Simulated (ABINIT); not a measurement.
Runs of ABINIT 10.8.3 (patched build) on Ge. It takes space group P6_3/mmc (No. 194, hexagonal). The conventional cell has a = 3.998 Å, b = 3.998 Å, c = 6.599 Å, α = 90.00°, β = 90.00°, γ = 120.00°. Ge (site symmetry 3m) is surrounded by 4 Ge at 2.45 to 2.47 Å. This isn't the form of Ge at room conditions, which is diamond.

```csv
task,level,potentials or basis,cell,k mesh,cutoff (eV),fine-grid cutoff,cell freedom (optcell),cutoff smearing ecutsm (Ha),optimiser (ionmov),force stop (Ha/bohr),gap on the mesh (eV),pressure (GPa),relaxed volume (Å³/atom),largest force (eV/Å)
single point,PBE,PseudoDojo NC SR PBE v0.4.1 standard,as given,8 × 8 × 4,1088,-,-,-,-,-,0.13,3.1,-,0.02
single point,PBE,Ansatz NC PBE,as given,8 × 8 × 4,1088,-,-,-,-,-,0.13,3.0,-,0.01
single point,PBE,PseudoDojo NC SR PBE v0.5 standard,as given,8 × 8 × 4,1061,-,-,-,-,-,0.13,3.0,-,0.02
single point,PBE,SG15 NC PBE v1.2,as given,8 × 8 × 4,599,-,-,-,-,-,0.11,(b),-,0.04
single point,PBE,JTH PAW PBE v2.0,as given,8 × 8 × 4,599,1197.3 eV,-,-,-,-,0.14,(a),-,0.02
relaxation of cell and atoms,LDA,JTH PAW LDA v2.0,relaxed,7 × 7 × 3,599,1197.3 eV,2,0.5,22,0.0005,0.11,0.1,22.23,0.02
single point,PBE,SPMS NC PBE v1.0,as given,8 × 8 × 4,707,-,-,-,-,-,0.14,3.0,-,0.02
relaxation of cell and atoms,PBEsol,JTH PAW PBE v2.0,relaxed,6 × 6 × 3,599,1197.3 eV,2,0.5,22,0.0005,0.20,0.0,22.93,0.01
```

Alike in all rows: no spin polarisation; smearing fermi-dirac 0.05 eV.

**Question.** Fill in the values left out.

**Answer.** (a) 2.5; (b) 3.2.

Caveats: an odd mesh through Γ misses points on the zone boundary, where band edges often lie (some runs); the atomic spheres overlap (some runs); the PAW data sets were made with another functional, which shifts forces and pressure a little (some runs).

A k mesh can miss the band edges, and the runs leave out spin-orbit coupling on Ge.
